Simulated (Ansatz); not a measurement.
**Si (P6_3/mmc) under strain**

Si (P6_3/mmc) from a database of computed structures, relaxed with r2SCAN in Ansatz 0.2.0. The symmetry is P6_3/mmc (No. 194, hexagonal); conventional cell a = 3.832 Å, c = 6.341 Å, 20.16 Å³ an atom. Si is surrounded by 4 Si at 2.35–2.37 Å.

The axes x, y and z are those of this cell:
```
Si
1.0
     3.83212    0.00000    0.00000
    -1.91606    3.31871    0.00000
     0.00000    0.00000    6.34124
Si
4
Direct
  0.33333 0.66667 0.06306
  0.66667 0.33333 0.56306
  0.33333 0.66667 0.43694
  0.66667 0.33333 0.93694
```

Unstrained: The PBE gap is indirect, 0.425 eV (Γ to M), below the direct gap of 1.037 eV at Γ. The r2SCAN gap is indirect, 0.608 eV (Γ to M), below the direct gap of 1.362 eV at Γ. HSE06 gives an indirect gap of 0.972 eV, from Γ to M; the least direct gap is 1.696 eV at Γ. Meshes: PBE 12×12×4, r2SCAN 12×12×4, HSE06 6×6×4. Strains are changes of length per length, and xy shears are angles. After each strain the atoms were relaxed again with r2SCAN within the symmetry that the strain leaves, so tilts or polar shifts that break it weren't tested; points keep the names that they have in the unstrained zone. The values are computed, spin-unpolarised, and not measurements.

Changes of the least gap in eV (an overlap counts as a negative gap):
```json
{"strain": "epitaxial +5.98 % in the xy plane, free normal strain -1.45 %", "volume change (%)": "+10.7", "space group": "P6_3/mmc", "PBE": "-0.408", "r2SCAN": "-0.341", "HSE06": "-0.393", "energy rise, r2SCAN (meV/atom)": "96.0"}
{"strain": "xy shear, engineering strain (angle) -0.54 %", "volume change (%)": "0.0", "space group": "P2_1/m", "PBE": "-0.059", "r2SCAN": "-0.063", "HSE06": "-0.062", "energy rise, r2SCAN (meV/atom)": "0.1"}
```

Epitaxial +5.98 % in the xy plane, free normal strain -1.45 %. HSE06: the gap goes from 0.972 to 0.579 eV (-0.393 eV); it turns from indirect (Γ → M) to direct (Γ); with r2SCAN the top three valence levels at Γ, grouped 2+1 from the top over 377 meV, become 1+2 over 13 meV. Stress change with r2SCAN, compression positive: xx -11.43, yy -11.43, zz +0.08 GPa.

Xy shear, engineering strain (angle) -0.54 %. HSE06: the gap goes from 0.972 to 0.910 eV (-0.062 eV); with r2SCAN the top three valence levels at Γ, grouped 2+1 from the top over 377 meV, become 1+1+1 over 401 meV. Stress change with r2SCAN, compression positive: xx 0.00, yy 0.00, zz 0.00, xy +0.39 GPa.

The meshes of the hybrids are coarse, so their gaps aren't converged to the digits shown.

The splittings at Γ are without spin-orbit coupling, which regroups them where it is of like size or larger.
